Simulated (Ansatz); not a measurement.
K under changes of volume

One of the cells (78.459 Å³/atom); the others are scaled copies at fixed shape and fractional positions:

```xyz
2
Lattice="-2.2081 2.2081 8.0459 2.2081 -2.2081 8.0459 2.2081 2.2081 -8.0459" Properties=species:S:1:pos:R:3 pbc="T T T"
K     0.0000    0.0000    8.0459
K     2.2081    0.0000    4.0229
```

This isn't the form of K at room conditions, which is bcc.

```yaml
Program: Ansatz 0.2.0
Functional: PBE
Potentials_or_basis: Ansatz PAW
Cutoff: "420 eV (not typed: the program's choice for these potentials)"
k_mesh: 9 × 9 × 9
Occupations: fermi-dirac, width 0.05 eV
Spin: no spin polarisation
```

| volume (Å³/atom) | energy over the lowest point (meV/atom) | pressure (GPa) |
| --- | --- | --- |
| 73.752 | ? | ? |
| 75.321 | 0.39 | 0.1 |
| 76.890 | 0.00 | 0.0 |
| 78.459 | 0.23 | -0.1 |
| 80.028 | 1.02 | -0.1 |
| 81.598 | 2.33 | -0.2 |
| 83.167 | 4.10 | -0.2 |

Q: What does the run at 73.752 Å³/atom give?

A: Energy over the lowest point 1.48 meV/atom; pressure 0.2 GPa.

Worked out: A Birch-Murnaghan fit of order 3 (a polynomial in V^(-2/3)) to the other rows has its minimum at 77.07 Å³/atom with B0 = V·E''(V) = 3.1 GPa and B' = 3.7 at fixed shape and positions, which overstates the stiffness. It gives 1.46 meV/atom at 73.752 Å³/atom, against the run's 1.48, and -dE/dV = 0.1 GPa, against 0.2.

Energies are extrapolated to zero smearing.
